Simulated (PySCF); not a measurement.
A species of formula C6H6O has this rotational fingerprint, computed with PBE0-D3(BJ)/def2-SVP geometry optimisation, gas phase (PySCF):

- Rotational constants: A = 7520, B = 1966, C = 1558 MHz
- Dipole components: |μa| = 3.20 D, |μb| = 1.50 D, |μc| = 0.00 D
- Inertial defect: 0.00 u·Å²
- κ: -0.86

Question: Which structure is it? (One computed conformer of each.)
A. `[CH2:1]=[CH:2][c:3]1[cH:4][cH:5][cH:6][o:7]1` with C1–C2–C3–C4 180° (vinylfuran)
B. `[OH:1][CH:2]=[C:3]1[CH:4]=[CH:5][CH:6]=[CH:7]1` with H–O1–C2–C3 180°
C. `C1=C[C@H]2C=C[C@@H]1O2`
D. `[OH:1][c:2]1[cH:3][cH:4][cH:5][cH:6][cH:7]1` with H–O1–C2–C3 180°

Answer: B. It is OC=C1C=CC=C1, an asymmetric top, point group Cs. The candidates at the same level (rigid rotor, commonest isotopes):

| SMILES | A (MHz) | B (MHz) | C (MHz) | μa (D) | μb (D) | μc (D) | Δ (u·Å²) | point group | rotor |
| --- | --- | --- | --- | --- | --- | --- | --- | --- | --- |
| C=Cc1ccco1 | 7893 | 2115 | 1668 | 0.57 | 0.41 | 0.00 | 0.00 | Cs | asymmetric top |
| C1=C[C@H]2C=C[C@@H]1O2 | 4584 | 3734 | 3320 | 0.00 | 0.00 | 1.83 | -93.36 | C2v | asymmetric top |
| Oc1ccccc1 | 5663 | 2629 | 1796 | 0.23 | 1.34 | 0.00 | 0.00 | Cs | asymmetric top |
| OC=C1C=CC=C1 | 7520 | 1966 | 1558 | 3.20 | 1.50 | 0.00 | 0.00 | Cs | asymmetric top |

`C=Cc1ccco1` has B 8 % too high; `C1=C[C@H]2C=C[C@@H]1O2` has C 113 % too high; `Oc1ccccc1` has B 34 % too high. In the right answer the mirror of this Cs structure is the ab plane, so μc vanishes by symmetry. No structure here is proved a minimum.
